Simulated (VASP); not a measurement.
# GaP (F-43m) in VASP: notebook

The runs below take GaP through relaxation of cell and atoms, with PBE, PBEsol.

Program: VASP 6.6.1. These are calculated values, not measurements. Logs are shortened: lines on timing, memory, paths and dates and some standing lists are left out, and cuts for length are marked.

**1. The crystal as given**

Symmetry: F-43m, No. 216, cubic system. The conventional cell has a = 5.451 Å, b = 5.451 Å, c = 5.451 Å, α = 90.00°, β = 90.00°, γ = 90.00°. Ga (site symmetry -43m) has 4 P at 2.36 Å as nearest neighbours. P (site symmetry -43m) has 4 Ga at 2.36 Å as nearest neighbours.

**2. Relaxation of cell and atoms, PBE**

File INCAR:

```
SYSTEM = GaP
PREC = Accurate ; ENCUT = 600
EDIFF = 1E-6 ; ISMEAR = 0
SIGMA = 0.03 ; LREAL = .False.
LASPH = .True. ; NELM = 80
ALGO = Normal ; ISIF = 3
LWAVE = .False. ; LCHARG = .False.
GGA = PE ; IBRION = 2
NSW = 90 ; EDIFFG = -0.01
```

File KPOINTS:

```
Automatic mesh
0
Gamma
  8 8 8
  0 0 0
```

File POSCAR:

```
GaP
1.0
    0.0000000000      2.7252500000      2.7252500000
    2.7252500000      0.0000000000      2.7252500000
    2.7252500000      2.7252500000      0.0000000000
Ga P
1 1
Direct
    0.0000000000      0.0000000000      0.0000000000
    0.2500000000      0.2500000000      0.2500000000
```

Potentials or basis: VASP PAW PBE potentials, release 64 (Ga_d, P).

Started as:

```
$ cat potpaw_PBE.64/Ga_d/POTCAR potpaw_PBE.64/P/POTCAR > POTCAR
$ mpirun -np 1 vasp_std > vasp.out
```

OUTCAR:

```text
SYSTEM = GaP
   PREC = Accurate
   ENCUT = 600
   EDIFF = 1E-6
   ISMEAR = 0
   LREAL = .False.
   LASPH = .True.
   NELM = 80
   ISIF = 3
   GGA = PE
   IBRION = 2
   NSW = 90
   EDIFFG = -0.01

 ion  position               nearest neighbor table
   1  0.000  0.000  0.000-   2 2.36   2 2.36   2 2.36   2 2.36
   2  0.250  0.250  0.250-   1 2.36   1 2.36   1 2.36   1 2.36

  LATTYP: Found a face centered cubic cell.
 ALAT       =     5.4505000000

  Lattice vectors:

 A1 = (   0.0000000000,   2.7252500000,   2.7252500000)
 A2 = (   2.7252500000,   0.0000000000,   2.7252500000)
 A3 = (   2.7252500000,   2.7252500000,   0.0000000000)

Analysis of symmetry for initial positions (statically):
=====================================================================
 Subroutine PRICEL returns:
 Original cell was already a primitive cell.

 Routine SETGRP: Setting up the symmetry group for a
 face centered cubic supercell.

 Subroutine GETGRP returns: Found 24 space group operations
 (whereof 24 operations were pure point group operations)
 out of a pool of 48 trial point group operations.

The static configuration has the point symmetry T_d .

Analysis of symmetry for dynamics (positions and initial velocities):
=====================================================================
 Subroutine PRICEL returns:
 Original cell was already a primitive cell.

 Routine SETGRP: Setting up the symmetry group for a
 face centered cubic supercell.

 Subroutine GETGRP returns: Found 24 space group operations
 (whereof 24 operations were pure point group operations)
 out of a pool of 48 trial point group operations.

The dynamic configuration has the point symmetry T_d .

 Subroutine INISYM returns: Found 24 space group operations
 (whereof 24 operations are pure point group operations),
 and found     1 'primitive' translations

----------------------------------------------------------------------------------------

                                     Primitive cell

  volume of cell :      40.4808

  direct lattice vectors                    reciprocal lattice vectors
     0.000000000  2.725250000  2.725250000    -0.183469406  0.183469406  0.183469406
     2.725250000  0.000000000  2.725250000     0.183469406 -0.183469406  0.183469406
     2.725250000  2.725250000  0.000000000     0.183469406  0.183469406 -0.183469406

  length of vectors
     3.854085511  3.854085511  3.854085511     0.317778334  0.317778334  0.317778334

  position of ions in fractional coordinates (direct lattice)
     0.000000000  0.000000000  0.000000000
     0.250000000  0.250000000  0.250000000

  ion indices of the primitive-cell ions
   primitive index   ion index
                 1           1
                 2           2

----------------------------------------------------------------------------------------

 KPOINTS: Automatic mesh

Automatic generation of k-mesh.
 Grid dimensions read from file:
 generate k-points for:    8    8    8

 Generating k-lattice:

  Cartesian coordinates                     Fractional coordinates (reciprocal lattice)
    -0.022933676  0.022933676  0.022933676     0.125000000  0.000000000  0.000000000
     0.022933676 -0.022933676  0.022933676     0.000000000  0.125000000  0.000000000
     0.022933676  0.022933676 -0.022933676     0.000000000  0.000000000  0.125000000

  Length of vectors
     0.039722292  0.039722292  0.039722292

  Shift w.r.t. Gamma in fractional coordinates (k-lattice)
     0.000000000  0.000000000  0.000000000

 Subroutine IBZKPT returns following result:
 ===========================================

 Found     29 irreducible k-points:

 Following reciprocal coordinates:
            Coordinates               Weight
  0.000000  0.000000  0.000000      1.000000
  0.125000  0.000000  0.000000      8.000000
  0.250000  0.000000  0.000000      8.000000
  0.375000  0.000000  0.000000      8.000000
  0.500000  0.000000  0.000000      4.000000
  0.125000  0.125000  0.000000      6.000000
[... 16 lines left out ...]
  0.500000  0.250000  0.125000     48.000000
 -0.375000  0.250000  0.125000     24.000000
 [... further k-points ...]
   k-points           NKPTS =     29   k-points in BZ     NKDIM =     29   number of bands    NBANDS=     13
   number of dos      NEDOS =    301   number of ions     NIONS =      2
   total plane-waves  NPLWV =  32768
   dimension x,y,z NGX =    32 NGY =   32 NGZ =   32
   dimension x,y,z NGXF=    64 NGYF=   64 NGZF=   64
   ions per type =               1   1
   NGX,Y,Z   is equivalent  to a cutoff of  13.80, 13.80, 13.80 a.u.
   NGXF,Y,Z  is equivalent  to a cutoff of  27.61, 27.61, 27.61 a.u.
 SYSTEM =  GaP
   PREC   = accura    normal or accurate (medium, high low for compatibility)
   ISTART =      0    job   : 0-new  1-cont  2-samecut
   ICHARG =      2    charge: 1-file 2-atom 10-const
   ISPIN  =      1    spin polarized calculation?
   LNONCOLLINEAR =      F non collinear calculations
   LSORBIT =      F    spin-orbit coupling
   LASPH  =      T    aspherical Exc in radial PAW
   ENCUT  =  600.0 eV  44.10 Ry    6.64 a.u.   7.70  7.70  7.70*2*pi/ulx,y,z
   NELM   =     80;   NELMIN=  2; NELMDL= -5     # of ELM steps
   EDIFF  = 0.1E-05   stopping-criterion for ELM
   LREAL  =      F    real-space projection
   EDIFFG = -.1E-01   stopping-criterion for IOM
   NSW    =     90    number of steps for IOM
   IBRION =      2    ionic relax: 0-MD 1-quasi-New 2-CG
   NFREE  =      1    steps in history (QN), initial steepest desc. (CG)
   ISIF   =      3    stress and relaxation
   ISYM   =      2    0-nonsym 1-usesym 2-fastsym
   POTIM  = 0.5000    time-step for ionic-motion
   TEBEG  =    0.0;   TEEND  =   0.0 temperature during run
   PSTRESS=    0.0 pullay stress
   NELECT =      18.0000    total number of electrons
   NUPDOWN=      -1.0000    fix difference up-down
   EMIN   =  10.00;   EMAX   =-10.00  energy-range for DOS
   EFERMI =   0.00;   METHOD = LEGACY
   ISMEAR =     0;   SIGMA  =   0.03  broadening in eV -4-tet -1-fermi 0-gaus
   EFERMI_NEDOS =   21; number of points for ismear=-14 and -15
   IALGO  =     38    algorithm
   IMIX   =      4    mixing-type and parameters
     AMIX     =   0.40;   BMIX     =  1.00
     AMIX_MAG =   1.60;   BMIX_MAG =  1.00
  volume/ion in A,a.u.               =      20.24       136.59
  Fermi-wavevector in a.u.,A,eV,Ry     =   1.249538  2.361284 21.243377  1.561344
  Thomas-Fermi vector in A             =   2.383574
   LORBIT       =      0    0 simple, 1 ext, 2 COOP (PROOUT), +10 PAW based schemes
   GGA     = PE    functional components
   LHFCALC =     F    Hartree Fock is set to
   AEXX    =    0.0000 exact exchange contribution
   IVDW    =     0    specifies the selected vdW correction
   LEPSILON=     F    determine dielectric tensor
   LRPA    =     F    only Hartree local field effects (RPA)
 conjugate gradient relaxation of ions
 non-spin polarized calculation
 Gauss-broadening in eV      SIGMA  =   0.03
  energy-cutoff  :      600.00
  volume of cell :       40.48
 maximum number of plane-waves:      1365
   NGX = 15   NGY = 15   NGZ = 15

--------------------------------------- Ionic step        1  -------------------------------------------

 number of electron      18.0000003 magnetization

 Free energy of the ion-electron system (eV)
  ---------------------------------------------------
  ext. energy  EPLUGINS =         0.00000000
  ---------------------------------------------------
  free energy    TOTEN  =        -9.11605074 eV

  energy without entropy =       -9.11605074  energy(sigma->0) =       -9.11605074

------------------------ aborting loop because EDIFF is reached ----------------------------------------

  FORCE on cell =-STRESS in cart. coord.  units (eV):
  Direction    XX          YY          ZZ          XY          YZ          ZX
  --------------------------------------------------------------------------------------
  -------------------------------------------------------------------------------------
  Total        0.6111566      0.6111566      0.6111566      0.0000000      0.0000000     -0.0000000
  in kB       24.1887837     24.1887837     24.1887837      0.0000000      0.0000000     -0.0000000
  external PRESSURE =      24.1887837 kB  Pullay stress =       0.0000000 kB

 VOLUME and BASIS-vectors are now :
 -----------------------------------------------------------------------------
  energy-cutoff  :      600.00
  volume of cell :       40.48
      direct lattice vectors                 reciprocal lattice vectors
     0.000000000  2.725250000  2.725250000    -0.183469406  0.183469406  0.183469406
     2.725250000  0.000000000  2.725250000     0.183469406 -0.183469406  0.183469406
     2.725250000  2.725250000  0.000000000     0.183469406  0.183469406 -0.183469406
[... 37 lines left out ...]
 POSITION                                       TOTAL-FORCE (eV/Angst)
 -----------------------------------------------------------------------------------
      0.00000      0.00000      0.00000         0.000000      0.000000      0.000000
      1.38271      1.38271      1.38271        -0.000000     -0.000000     -0.000000
 -----------------------------------------------------------------------------------
    total drift:                                0.000001      0.000001      0.000001

  FREE ENERGIE OF THE ION-ELECTRON SYSTEM (eV)
  ---------------------------------------------------
  free  energy   TOTEN  =        -9.1233831363 eV

  energy  without entropy=       -9.1233831363  energy(sigma->0) =       -9.12338314

--------------------------------------- Ionic step        3  -------------------------------------------

 number of electron      17.9999991 magnetization

 Free energy of the ion-electron system (eV)
  ---------------------------------------------------
  ext. energy  EPLUGINS =         0.00000000
  ---------------------------------------------------
  free energy    TOTEN  =        -9.12526415 eV

  energy without entropy =       -9.12526415  energy(sigma->0) =       -9.12526415

 E-fermi :   4.5246     XC(G=0):  -9.6955

 val. band max:        4.3492160207   @ k =   0.0000   0.0000   0.0000
 cond. band min:       5.9268439904   @ k =   0.0000   0.0000   0.0000
 fundamental gap:      1.5776279696
 Fermi energy:         4.5245683589

 k-point     1 :       0.0000    0.0000    0.0000
  band No.  band energies     occupation
      1     -10.1550      2.00000
      2     -10.1550      2.00000
      3     -10.1550      2.00000
      4     -10.0643      2.00000
      5     -10.0643      2.00000
      6      -7.9194      2.00000
      7       4.3492      2.00000
      8       4.3492      2.00000
      9       4.3492      2.00000
     10       5.9268      0.00000
     11       8.2446      0.00000
     12       8.2446      0.00000
     13       8.2446      0.00000

 k-point     2 :       0.1250    0.0000    0.0000
  band No.  band energies     occupation
      1     -10.1668      2.00000
      2     -10.1508      2.00000
      3     -10.1508      2.00000
      4     -10.0643      2.00000
      5     -10.0643      2.00000
      6      -7.7251      2.00000
      7       2.7238      2.00000
      8       4.1305      2.00000
      9       4.1305      2.00000
     10       6.6311      0.00000
     11       8.5812      0.00000
[... 339 lines left out ...]
 k-point    24 :      -0.3750    0.2500    0.1250
  band No.  band energies     occupation
      1     -10.2335      2.00000
      2     -10.1270      2.00000
      3     -10.1162      2.00000
      4     -10.0687      2.00000
      5     -10.0576      2.00000
      6      -5.5623      2.00000
      7      -1.9235      2.00000
      8       1.2656      2.00000
      9       2.4961      2.00000
     10       7.7162      0.00000
     11       8.6681      0.00000
     12      10.7211      0.00000
     13      12.1841      0.00000

 [... further k-points ...]
[... 5 lines left out ...]
  --------------------------------------------------------------------------------------
  -------------------------------------------------------------------------------------
  Total        0.0134500      0.0134500      0.0134500     -0.0000000     -0.0000000      0.0000000
  in kB        0.5164969      0.5164969      0.5164969     -0.0000000     -0.0000000      0.0000000
  external PRESSURE =       0.5164969 kB  Pullay stress =       0.0000000 kB

 VOLUME and BASIS-vectors are now :
 -----------------------------------------------------------------------------
  energy-cutoff  :      600.00
  volume of cell :       41.72
      direct lattice vectors                 reciprocal lattice vectors
    -0.000000000  2.752824631  2.752824631    -0.181631621  0.181631621  0.181631621
     2.752824631  0.000000000  2.752824631     0.181631621 -0.181631621  0.181631621
     2.752824631  2.752824631 -0.000000000     0.181631621  0.181631621 -0.181631621

 POSITION                                       TOTAL-FORCE (eV/Angst)
 -----------------------------------------------------------------------------------
      0.00000      0.00000      0.00000        -0.000000     -0.000000     -0.000000
      1.37641      1.37641      1.37641         0.000000      0.000000      0.000000
 -----------------------------------------------------------------------------------
    total drift:                                0.000001      0.000001      0.000002

  FREE ENERGIE OF THE ION-ELECTRON SYSTEM (eV)
  ---------------------------------------------------
  free  energy   TOTEN  =        -9.1252641504 eV

  energy  without entropy=       -9.1252641504  energy(sigma->0) =       -9.12526415

 reached required accuracy - stopping structural energy minimisation
```

It took 14 s on 1 thread of Intel Xeon 6975P-C (Granite Rapids), shared host; peak memory 0.19 GiB.

What came out:

```yaml
Free_energy: -9.1253 eV
Relaxed_volume: 20.86 Å³/atom
Relaxed_cell: a = 3.893 Å, b = 3.893 Å, c = 3.893 Å, α = 60.00°, β = 60.00°, γ = 60.00°
Space_group_after_relaxing_to_0.05_Å: F-43m (No. 216)
Energy_gained_by_relaxing: 4.6 meV/atom
Ionic_steps: 3
Pressure_after_relaxing: 0.1 GPa
Band_gap_on_the_k_mesh: 1.58 eV, direct
```

The path:
```csv
step,energy change (eV),largest force (eV/Å),pressure (GPa),volume (Å³)
1,0.0000,0.0000,2.42,40.48
2,-0.0073,0.0000,-1.04,42.30
3,-0.0092,0.0000,0.05,41.72
```

Final structure:
```
Ga P
1.0
     0.00000    2.75282    2.75282
     2.75282    0.00000    2.75282
     2.75282    2.75282    0.00000
Ga P
1 1
Cartesian
  0.0000 0.0000 0.0000
  1.3764 1.3764 1.3764
```

A k mesh can miss the band edges. Expect the measured gap to be larger: semilocal functionals such as PBE lack the derivative discontinuity.

**3. Relaxation of cell and atoms, PBE**

This run uses another cell than the first one, of 20.86 Å³/atom, 1.031 times its volume.

File INCAR:

```
SYSTEM = GaP
PREC = Accurate ; ENCUT = 600
EDIFF = 1E-7 ; ISMEAR = 0
SIGMA = 0.03 ; LREAL = .False.
LASPH = .True. ; NELM = 80
ALGO = Normal ; ISIF = 3
LWAVE = .False. ; LCHARG = .False.
GGA = PE ; IBRION = 2
NSW = 90 ; EDIFFG = -0.005
```

KPOINTS is that of step 2.

File POSCAR:

```
GaP                                     
1.0
   -0.0000000000      2.7528246308      2.7528246308
    2.7528246308      0.0000000000      2.7528246308
    2.7528246308      2.7528246308     -0.0000000000
  Ga              P             
     1     1
Direct
     0.0000000000000000    0.0000000000000000    0.0000000000000000
     0.2500000000000000    0.2500000000000000    0.2500000000000000
```

Potentials or basis: VASP PAW PBE potentials, release 64 (Ga_d, P).

Started as:

```
$ cat potpaw_PBE.64/Ga_d/POTCAR potpaw_PBE.64/P/POTCAR > POTCAR
$ mpirun -np 1 vasp_std > vasp.out
```

Run time: 7.5 s. Hardware: 1 thread of Intel Xeon 6975P-C (Granite Rapids), shared host; peak memory 0.18 GiB.

It converged, with:

| Quantity | Value |
| --- | --- |
| Free energy | -9.1255 eV |
| Pressure after relaxing | 0.0 GPa |
| Band gap on the k mesh | 1.58 eV, direct |

Final structure:
```xyz
2
Lattice="0.0000 2.7528 2.7528 2.7528 0.0000 2.7528 2.7528 2.7528 0.0000" Properties=species:S:1:pos:R:3 pbc="T T T"
Ga    0.0000    0.0000    0.0000
P     1.3764    1.3764    1.3764
```

Levels at points of the mesh, in eV from the valence-band top:
```tsv
k point	band 7	band 8	band 9	band 10	band 11	band 12
(0.00, 0.00, 0.00)	0.00	0.00	0.00	1.58	3.90	3.90
(0.50, 0.00, 0.00)	-6.46	-1.07	-1.07	1.58	4.73	4.73
(0.50, 0.50, 0.00)	-6.61	-2.58	-2.58	1.72	1.85	10.37
```

Caveat: the relaxation stopped at its first step, so nothing moved.

**4. Relaxation of cell and atoms, PBEsol**

File INCAR:

```
ALGO = Normal
EDIFF = 1E-6
EDIFFG = -0.01
ENCUT = 600
GGA = PS
IBRION = 2
ISIF = 3
ISMEAR = 0
LASPH = True
LCHARG = False
LREAL = False
LWAVE = False
NELM = 80
NSW = 90
PREC = Accurate
SIGMA = 0.03
```

File KPOINTS:

```
k-points
0
Gamma
  8 8 8
```

File POSCAR:

```
GaP
1.0
    0.0000000000      2.7252500000      2.7252500000
    2.7252500000      0.0000000000      2.7252500000
    2.7252500000      2.7252500000      0.0000000000
Ga P
1 1
Direct
    0.0000000000      0.0000000000      0.0000000000
    0.2500000000      0.2500000000      0.2500000000
```

Started as:

```
$ cat potpaw_PBE.64/Ga_d/POTCAR potpaw_PBE.64/P/POTCAR > POTCAR
$ mpirun -np 1 vasp_std > vasp.out
```

Run time: 13 s. Hardware: 1 thread of Intel Xeon 6975P-C (Granite Rapids), shared host; peak memory 0.19 GiB.

The run converged. Its results:

- Free energy: -9.9212 eV
- Relaxed volume: 20.09 Å³/atom
- Relaxed cell: a = 3.844 Å, b = 3.844 Å, c = 3.844 Å, α = 60.00°, β = 60.00°, γ = 60.00°
- Space group after relaxing (to 0.05 Å): F-43m (No. 216)
- Energy gained by relaxing: 0.3 meV/atom
- Ionic steps: 3
- Pressure after relaxing: 0.0 GPa
- Band gap on the k mesh: 1.50 eV, indirect (least direct gap 1.81 eV)

The path:
```csv
step,energy change (eV),largest force (eV/Å),pressure (GPa),volume (Å³)
1,0.0000,0.0000,-0.64,40.48
2,-0.0004,0.0000,0.43,40.01
3,-0.0006,0.0000,-0.03,40.18
```

Final structure:
```
Ga P
1.0
     0.00000    2.71842    2.71842
     2.71842    0.00000    2.71842
     2.71842    2.71842    0.00000
Ga P
1 1
Direct
  0.00000 0.00000 0.00000
  0.25000 0.25000 0.25000
```

Levels at points of the mesh, in eV from the valence-band top:
```
           k point  band 7  band 8  band 9  band 10  band 11  band 12
(0.00, 0.00, 0.00)    0.00    0.00    0.00     1.81     3.82     3.82
(0.50, 0.00, 0.00)   -6.74   -1.14   -1.14     1.61     4.65     4.65
(0.50, 0.50, 0.00)   -6.84   -2.74   -2.74     1.50     1.71    10.61
```

Caveat: the PAW data sets were made with another functional, which shifts forces and pressure a little. A k mesh can miss the band edges.
